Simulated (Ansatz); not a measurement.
**Computed properties of Li2O (antifluorite)**

All numbers come from Ansatz 0.2.0. (Simulation; spin polarisation is off.)

Structure: antifluorite Li2O, at its r2SCAN minimum. Space group Fm-3m (No. 225), cubic; a = 4.573 Å in the conventional setting, 7.97 Å³ an atom. O has 8 Li at 1.98 Å; Li has 4 O at 1.98 Å.

```
O Li
1.0
     0.00000    2.28637    2.28637
     2.28637    0.00000    2.28637
     2.28637    2.28637    0.00000
O Li
1 2
Direct
  0.00000 0.00000 0.00000
  0.25000 0.25000 0.25000
  0.75000 0.75000 0.75000
```

Relaxed lattice by functional, symmetry kept:
```
functional    k mesh  a (Å)  volume (Å³/atom)
       PBE  10×10×10  4.625              8.25
    r2SCAN     8×8×8  4.573              7.97
```

Gaps on the r2SCAN cell, each the least over its mesh and the special points:
```json
{"level": "PBE", "k mesh": "10×10×10", "gap (eV)": "5.05", "kind": "indirect", "edges": "Γ → X", "least direct gap (eV)": "5.49", "rough cost": "1.1 core-seconds"}
{"level": "r2SCAN", "k mesh": "10×10×10", "gap (eV)": "5.77", "kind": "indirect", "edges": "Γ → X", "least direct gap (eV)": "6.20", "rough cost": "2.4 core-seconds"}
{"level": "HSE06", "k mesh": "6×6×6", "gap (eV)": "6.65", "kind": "indirect", "edges": "Γ → X", "least direct gap (eV)": "7.16", "rough cost": "26 core-seconds"}
{"level": "PBE0", "k mesh": "6×6×6", "gap (eV)": "7.39", "kind": "indirect", "edges": "Γ → X", "least direct gap (eV)": "7.89", "rough cost": "25 core-seconds"}
{"level": "G0W0@PBE (71 empty bands, 120 eV, 6×6×6)", "k mesh": "6×6×6", "gap (eV)": "7.16", "kind": "–", "edges": "Γ → X (mesh)", "least direct gap (eV)": "–", "rough cost": "15 core-seconds"}
```
PBE: smearing of 0.02 eV; the others have fixed occupations.
Wave cutoffs: 420 eV, 500 eV (r2SCAN).
The G0W0 gap is PBE's gap over the path plus the quasiparticle shift read on the mesh. The G0W0 figures hold for the stated bands, cutoff and mesh and aren't extrapolated.
Costs come from shared machines and give only the order; PBE's includes the band path.

The HSE06 gap is indirect, 6.65 eV (Γ to X), below the direct gap of 7.16 eV at Γ.

r2SCAN covers 45 % of the step from PBE to HSE06, while HSE06 needs about 11 times r2SCAN's cost (on a coarser mesh). All these functionals give a gap of the same kind, indirect.

r2SCAN (ground state on 8×8×8): The electronic dielectric tensor ε∞ is 2.74 in all directions. Born charges, averaged over directions: O -1.80, Li +0.90 e.

The meshes of the hybrids are coarse, so their gaps aren't converged to the digits shown.
